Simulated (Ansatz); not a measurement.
## What spin–orbit coupling does to the bands of ZnSe

```yaml
crystal:
  lattice:
    - [0.00000, 2.83380, 2.83380]
    - [2.83380, 0.00000, 2.83380]
    - [2.83380, 2.83380, 0.00000]
  atoms:
    - { symbol: Zn, position: [0.00000, 0.00000, 0.00000] }
    - { symbol: Se, position: [0.75000, 0.75000, 0.75000] }
```

Atoms are numbered in the order listed.

The cell is COD entry 9008857, as deposited and not checked against the literature; nothing was relaxed.

Methods: DFT, PBE, all-electron LAPW, scalar-relativistic (Ansatz 0.2.0); DFT, PBE, all-electron LAPW, Dirac equation with spin-orbit coupling (Ansatz 0.2.0).

Numerical set-up: a Γ-centred 8×8×8 k mesh, Fermi–Dirac smearing of 0.03 eV, basis error target 1 meV/atom, no spin polarisation.

Levels between -6 and 4 eV, each run counted from its own valence-band top. Scalar levels are listed once for both spins; with the coupling every spinor state is counted. Levels near the edges of the range can cross them.

Question: At Γ (0.000, 0.000, 0.000) the scalar-relativistic levels are 0.00 (×3), 1.29. What are they with spin–orbit coupling?

Answer: -0.38 (×2), 0.00 (×4), 1.17 (×2).

Question: At W (-0.500, -0.250, 0.250) the scalar-relativistic levels are -5.87, -4.68, -2.76, -2.66. What are they with spin–orbit coupling?

Answer: -5.98, -5.90, -4.87, -4.75, -3.00, -2.82, -2.77, -2.75.

Question: At U (-0.375, -0.375, 0.250) the scalar-relativistic levels are -5.90, -4.71, -3.08, -1.79, 3.59. What are they with spin–orbit coupling?

Answer: -5.93, -4.90, -4.78, -3.27, -3.16, -1.91 (×2), 3.46 (×2).

Question: Without the coupling the gap is 1.29 eV, direct at Γ. And with it?

Answer: 1.17 eV, direct at Γ.
